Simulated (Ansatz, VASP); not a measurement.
**Mg in VASP and in Ansatz**

The input INCAR:

```
PREC = Accurate ; ENCUT = 520
EDIFF = 1E-6 ; ISMEAR = -1
SIGMA = 0.05 ; LREAL = False
LASPH = True ; NELM = 80
ALGO = Normal ; ISIF = 2
LWAVE = False ; LCHARG = False
GGA = PE ; NBANDS = 12
```

File KPOINTS:

```
regular mesh
0
Gamma
  10 10 3
```

Contents of POSCAR:

```
Mg
1.0
    3.2391326931      0.0000000000      0.0000000000
   -1.6195663465      2.8051711984      0.0000000000
    0.0000000000      0.0000000000     10.5212440182
Mg
4
Direct
    0.6666666667      0.3333333333      0.7500000000
    0.0000000000      0.0000000000      0.5000000000
    0.3333333333      0.6666666667      0.2500000000
    0.0000000000      0.0000000000      0.0000000000
```

Contents of input.yaml:

```yaml
crystal:
  lattice:
    - [3.2391326931, 0.0, 0.0]
    - [-1.6195663465, 2.8051711984, 0.0]
    - [0.0, 0.0, 10.5212440182]
  atoms:
    - { symbol: Mg, position: [0.6666666667, 0.3333333333, 0.75] }
    - { symbol: Mg, position: [0.0, 0.0, 0.5] }
    - { symbol: Mg, position: [0.3333333333, 0.6666666667, 0.25] }
    - { symbol: Mg, position: [0.0, 0.0, 0.0] }
hamiltonian:
  xc: pbe
  pseudopotentials: { kind: paw }
kpoints:
  mp_grid: { grid: [10, 10, 3] }
scf:
  occupations: { method: fermi_dirac, width: 0.05 }
output:
  forces: true
  stress: true
  eigenvalues: true
```

Alike in both runs: task single point; functional PBE; k mesh 10 × 10 × 3; occupations fermi-dirac, width 0.05 eV; no spin polarisation.

|  | VASP | Ansatz |
| --- | --- | --- |
| version | VASP 6.6.1 | Ansatz 0.2.0 |
| potentials or method | VASP PAW PBE potentials, release 64 (Mg) | Ansatz PAW |
| plane-wave cutoff (eV) | 520 | 420 |
| valence electrons in the cell | 8 | 40 |

Ansatz gave:

```
gap on the k mesh at the Fermi level (eV)       : none
pressure (GPa)                                  : -1.1
largest component of the traceless stress (GPa) : 0.66
```

Q: What did VASP give for the same quantities?

A: gap on the k mesh at the Fermi level (eV): none; pressure (GPa): -1.2; largest component of the traceless stress (GPa): 0.66.

A gap of «none» marks a metal or a gap that the smearing closes. The two sets of potentials don't hold the same shells in valence.
